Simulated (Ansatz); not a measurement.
The system is Ru.

```
CELL_PARAMETERS angstrom
2.70580 0.00000 0.00000
-1.35290 2.34329 0.00000
0.00000 0.00000 4.28190
ATOMIC_POSITIONS crystal
Ru 0.66667 0.33333 0.75000
Ru 0.33333 0.66667 0.25000
```

Program: Ansatz 0.2.0. Alike in all runs: potentials or basis Ansatz PAW; cell as given. Hardware: 2 threads of Intel(R) Xeon(R) Processor @ 2.50GHz (Skylake/Cascade Lake), with other jobs on the host.

**Question.** Order these runs on this cell by their wall time, lowest first.
A. task band structure; level r2SCAN; spin SOC, no magnetisation; k mesh 8 × 8 × 5; cutoff (eV) 500; smearing fermi-dirac 0.05 eV; points for each segment of the path 14
B. task band structure; level LDA; spin SOC, no magnetisation; k mesh 8 × 8 × 5; cutoff (eV) 420; smearing fermi-dirac 0.05 eV; points for each segment of the path 14
C. task single point; level PBE; spin off; k mesh 11 × 11 × 6; cutoff (eV) 420; smearing gaussian 0.014 eV

**Answer.** C (1.8 s), B (13 s), A (37 s).
